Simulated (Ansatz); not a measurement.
# WS2: the cost of one run

Computed with Ansatz 0.2.0 (DFT PBE, scalar-relativistic, plane waves, PAW, unless a step's input says otherwise).

## 1. Starting point

It takes space group P-6m2 (No. 187, hexagonal). Conventional cell: a = 3.184 Å, b = 3.184 Å, c = 16.951 Å, α = 90.00°, β = 90.00°, γ = 120.00°. W (site symmetry -6m2) is surrounded by 6 S at 2.41 Å. Around S (site symmetry 3m) lie 3 W at 2.41 Å.

Coordinates:

```
CELL_PARAMETERS angstrom
3.18352 0.00000 0.00000
-1.59176 2.75701 0.00000
0.00000 0.00000 16.95058
ATOMIC_POSITIONS crystal
W 0.33333 0.66667 0.00000
S 0.66667 0.33333 0.90800
S 0.66667 0.33333 0.09200
```

The structure comes from the Materials Project (structure only).

## 2. The base run

File input.yaml:

```yaml
crystal:
  lattice:
    - [3.1835163552, 0.0, 0.0]
    - [-1.5917581776, 2.7570060369, 0.0]
    - [0.0, 0.0, 16.95057789]
  atoms:
    - { symbol: W, position: [0.33333333, 0.66666667, 0.0] }
    - { symbol: S, position: [0.66666667, 0.33333333, 0.90799949] }
    - { symbol: S, position: [0.66666667, 0.33333333, 0.09200051] }
basis:
  ecutwfc: 420
  fft_grid_basis: typed
kpoints:
  mp_grid: { grid: [12, 12, 2] }
hamiltonian:
  xc: pbe
scf:
  occupations: { method: gaussian, width: 0.05 }
output:
  forces: true
  stress: true
  eigenvalues: true
  bader: true
  write_density: true
  volumetric_format: npy
  elf: true
```

Launch:

```
> ansatz run input.yaml --threads 1 --pin off --max-ram 2560MiB --backend cpu --events-out ev --progress --plain --runs-dir out
```

Q: Estimate wall time and peak memory on 1 thread of Arm Neoverse V2, shared host.

About 30 s, with a peak of 0.38 GiB.
